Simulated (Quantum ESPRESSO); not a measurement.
## Mo: phonons with LDA

Mo:

```
Mo
1.0
    -1.58381    1.58381    1.58381
     1.58381   -1.58381    1.58381
     1.58381    1.58381   -1.58381
Mo
1
Direct
  0.00000 0.00000 0.00000
```

| Property | Result |
| --- | --- |
| Program | Quantum ESPRESSO 7.5 |
| Task | phonons |
| Functional | LDA |
| Potentials or basis | GBRV 1.5 LDA |
| Cutoff | 612 eV |
| Density cutoff | 4898 eV |
| k mesh | 10 × 10 × 10 |
| Occupations | cold, width 0.2 eV |
| Spin | no spin polarisation |
| Form of the LDA correlation | PZ81 |
| Mixing beta | 0.5 |
| Most SCF iterations | 120 |
| SCF threshold | 2e-10 Ry |

```yaml
Relaxed_volume: 15.00 Å³/atom
Relaxed_cell: a = 2.691 Å, b = 2.691 Å, c = 2.691 Å, α = 109.47°, β = 109.47°, γ = 109.47°
Space_group_after_relaxing_to_0.05_Å: Im-3m (No. 229)
Pressure_after_relaxing: 0.0 GPa
Band_gap_on_the_k_mesh: none (metal or under the smearing width)
Highest_phonon_frequency_at_the_q_point_run: 271 cm⁻¹
```

The path:
```csv
step,energy change (eV),largest force (eV/Å),pressure (GPa),volume (Å³)
1,0.0000,0.0000,-14.88,15.89
2,-0.0386,0.0000,5.70,14.72
3,-0.0435,0.0000,-0.54,15.02
4,-0.0436,0.0000,-0.02,15.00
5,-0.0436,0.0000,0.01,15.00
```

Final structure:
```xyz
1
Lattice="-1.5535 1.5535 1.5535 1.5535 -1.5535 1.5535 1.5535 1.5535 -1.5535" Properties=species:S:1:pos:R:3 pbc="T T T"
Mo    0.0000    0.0000    0.0000
```

Levels at points of the mesh, in eV from the Fermi level:
```tsv
k point	band 3	band 4	band 5	band 6	band 7	band 8	band 9	band 10	band 11	band 12
(0.00, 0.00, 0.00)	-34.47	-34.47	-7.52	-1.57	-1.57	-1.57	1.59	1.59	14.70	14.70
(0.00, 0.00, -0.50)	-34.98	-34.49	-5.71	-3.73	1.65	1.68	2.31	4.97	11.89	12.12
(-0.50, -0.50, -0.50)	-35.58	-35.58	-5.90	-5.90	4.14	4.14	4.14	9.23	9.23	9.23
```

Phonon frequencies in cm⁻¹ (negative: imaginary):
```tsv
q point	frequencies
(0.000, 0.000, 0.500)	148 191 271
```

Phonon modes at q = (0.000, 0.000, 0.500) in reciprocal lattice units:
```tsv
mode	symmetry	cm⁻¹
1	B_1u	148
2	B_2u	191
3	B_3u	271
```

Run time: 3 min on 1 thread of Arm Neoverse V1, with other jobs on the host, peak memory 0.08 GiB.

Caveat: the mesh is thin for the phonons of a metal.
